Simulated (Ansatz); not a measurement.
A series in temperature on Al

Harmonic vibrational free energy, entropy and heat capacity at constant volume, per atom, from the force constants of a q mesh, imaginary modes left out; plane waves with PAW datasets, Gamma-centred k mesh. The results are calculated, by Ansatz 0.2.0.

Structure of every row (space group P6_3/mmc, No. 194):
```
cell vectors (Å)
   1.4274    -2.4723     0.0000
   1.4274     2.4723     0.0000
   0.0000     0.0000     4.7209
atoms (fractions of the cell vectors)
Al  0.33333  0.66667  0.75000
Al  0.66667  0.33333  0.25000
```

Settings of every row: functional PBE; dispersion none; spin none; wave cutoff 420 eV; k mesh 24x24x12; occupations fermi dirac; smearing width 0.15 eV; pressure 0 GPa; phonon method linear response; q mesh 3x3x2.

Limits: coarse q mesh; levels loosely converged; metal sensitive to the k mesh; structure snapped to symmetry; the cell comes from a prototype or a list of computed structures and needn't be the stable phase.

| row | temperature (K) | phonon entropy (kB/atom) | phonon heat capacity (kB/atom) | phonon free energy (meV/atom) |
| --- | --- | --- | --- | --- |
| 1 | 200 | 2.41 | 2.518 | 19.3 |
| 2 | 300 | 3.487 | 2.769 | -6.4 |
| 3 | 400 | 4.299 | 2.866 | -40.1 |
| 4 | 500 | 4.944 | 2.913 | -80 |
| 5 | 600 | 5.478 | 2.939 | -125 |
| 6 | 700 | 5.932 | 2.955 | -174.2 |
| 7 | 800 | ? | ? | ? |
| 8 | 900 | 6.677 | 2.973 | -283.1 |
| 9 | 1000 | 6.991 | 2.978 | -342 |

Question: what phonon entropy and phonon heat capacity should row 7 give?

Worked fit of phonon entropy. Entropy rises as the heat capacity times the change of ln T, so take t = ln(T / 300 K). The shown rows have t = -0.4055, 0, 0.2877, 0.5108, 0.6931, 0.8473, 1.0986, 1.204. Least squares give phonon entropy = 3.5004 + 2.75699 × t + 0.12284 × t² kB/atom; a straight line predicts inner rows, each left out in turn, worse (root mean square 0.03 against 0.0099 kB/atom). The rows lie off it by 0.007, -0.013, -0.005, 0.003, 0.008, 0.007, 0.000, -0.007 (root mean square 0.0072 kB/atom), a smooth pattern that one more power would take up: the form is only approximate. The slope at t = 0, 2.76 kB/atom, estimates the heat capacity at 300 K. The withheld row has t = 0.9808, so the fit gives 3.5004 + 2.75699 × (0.9808) + 0.12284 × (0.9808)² = 6.323 kB/atom.

The calculation gave 6.328 kB/atom. The fit lies 0.005 kB/atom (0.11 % of the column's range) below it; its largest miss of a shown row is 0.013 kB/atom.

Worked fit of phonon heat capacity. At high temperature a harmonic heat capacity falls short of its limit by a term in 1/T², so take t = (100 K / T)². The shown rows have t = 0.25, 0.11111, 0.0625, 0.04, 0.02778, 0.02041, 0.01235, 0.01. Least squares give phonon heat capacity = 2.9996 − 2.2025 × t + 1.105 × t² kB/atom; a straight line predicts inner rows, each left out in turn, worse (root mean square 0.0063 against 0.00061 kB/atom). All shown rows lie on it to the printed digit. The constant, 2.9996 kB/atom, is to be held against the harmonic limit of 3 k_B an atom. The withheld row has t = 0.01562, so the fit gives 2.9996 − 2.2025 × (0.01562) + 1.105 × (0.01562)² = 2.965 kB/atom.

The calculation gave 2.966 kB/atom. The fit lies 0.001 kB/atom (0.22 % of the column's range) below it, one unit of the last digit.

The other values of row 7: phonon free energy -227 meV/atom.
